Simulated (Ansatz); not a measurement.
Crystal: SiO2.

```
Si O
1.0
    -4.47204    4.47204    2.61177
     4.47204   -4.47204    2.61177
     4.47204    4.47204   -2.61177
Si O
4 8
Cartesian
  2.8899 2.8899 2.6118
  2.8899 -2.8899 2.6118
  -2.8899 2.8899 2.6118
  1.5821 1.5821 0.0000
  7.0788 0.0000 0.0000
  0.0000 1.8653 0.0000
  0.0000 7.0788 0.0000
  1.8653 0.0000 0.0000
  2.2360 2.2360 -1.3059
  -2.2360 2.2360 1.3059
  2.2360 -2.2360 1.3059
  2.2360 2.2360 1.3059
```

The cell comes from a database or a generator and needn't be the stable form of this composition.

Base run:

| Item | Value |
| --- | --- |
| Program | Ansatz 0.2.0 |
| Functional | PBE |
| Potentials or basis | Ansatz PAW |
| Cutoff | 250 eV |
| Density cutoff | 1000 eV |
| k mesh | 6 × 6 × 6 |
| Occupations | fermi-dirac, width 0.05 eV |
| Spin | no spin polarisation |

Its results: band gap on the k mesh 5.31 eV, direct; pressure 5.5 GPa; largest force 0.356 eV/Å.

Q: The run is repeated on the same cell with these changes: functional from PBE to LDA; cutoff from 250 eV to 420 eV (not typed: the program's choice for these potentials). What comes out?

A: Band gap on the k mesh 5.33 eV, indirect (least direct gap 5.33 eV); pressure -1.3 GPa; largest force 0.049 eV/Å.

LDA binds more tightly than PBE, so the same cell stands under less pressure.

Caveats: the pressure holds a Pulay correction of +53.0 GPa for the finite cutoff (some runs); the cutoff lies under the one recommended for these potentials (some runs); the PAW data sets come from PBE, with cores solved anew for the run's functional, which leaves a small shift of forces and pressure (some runs).
